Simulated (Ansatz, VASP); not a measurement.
# AlN: VASP beside Ansatz

The input INCAR:

```
PREC = Accurate
ENCUT = 520
EDIFF = 1E-6
ISMEAR = 0
SIGMA = 0.05
LREAL = False
LASPH = True
NELM = 80
ALGO = Normal
ISIF = 2
LWAVE = False
LCHARG = False
GGA = CA
NBANDS = 11
```

The input KPOINTS:

```
regular mesh
0
Gamma
  10 10 10
```

File POSCAR:

```
AlN
1.0
    0.0000000000      2.1839935596      2.1839935596
    2.1839935596      0.0000000000      2.1839935596
    2.1839935596      2.1839935596      0.0000000000
Al N
1 1
Direct
    0.0178274132      0.0178274132     -0.0178274132
    0.7156592394      0.7156592394      0.7843407606
```

Input for Ansatz:

```yaml
crystal:
  lattice:
    - [0.0, 2.1839935596, 2.1839935596]
    - [2.1839935596, 0.0, 2.1839935596]
    - [2.1839935596, 2.1839935596, 0.0]
  atoms:
    - { symbol: Al, position: [0.0178274132, 0.0178274132, -0.0178274132] }
    - { symbol: "N", position: [0.7156592394, 0.7156592394, 0.7843407606] }
basis:
  ecutwfc: 420
kpoints:
  mp_grid: { grid: [10, 10, 10] }
hamiltonian:
  xc: lda
scf:
  occupations: { method: gaussian, width: 0.05 }
output:
  forces: true
  stress: true
  eigenvalues: true
```

Change from the starting cell: mode 4 (647.2 1/cm) frozen in, largest displacement -0.150 Å.

Alike in both runs: task single point; functional LDA; k mesh 10 × 10 × 10; occupations gaussian, width 0.05 eV; no spin polarisation.

```csv
,VASP,Ansatz
version,VASP 6.6.1,Ansatz 0.2.0
potentials or method,"VASP PAW LDA potentials, release 64 (Al, N)","scalar-relativistic, plane waves, PAW"
plane-wave cutoff (eV),520,420
valence electrons in the cell,8,8
```

```tsv
	VASP	Ansatz	Ansatz less VASP
gap on the k mesh at the Fermi level (eV)	2.66	2.68	+0.020
least direct gap on the mesh (eV)	3.59	3.58	-0.008
pressure (GPa)	3.3	2.6	-0.72
largest component of the traceless stress (GPa)	16.48	15.76	-0.720
rms of the force components (eV/Å)	1.808	1.772	-0.0352
```

Atom by atom the forces differ by 0.035 eV/Å (rms over components).

Caveats: forces of over 1 eV/Å show positions far from the minimum, so gaps and moduli don't describe the material at rest. A k mesh can miss the band edges.
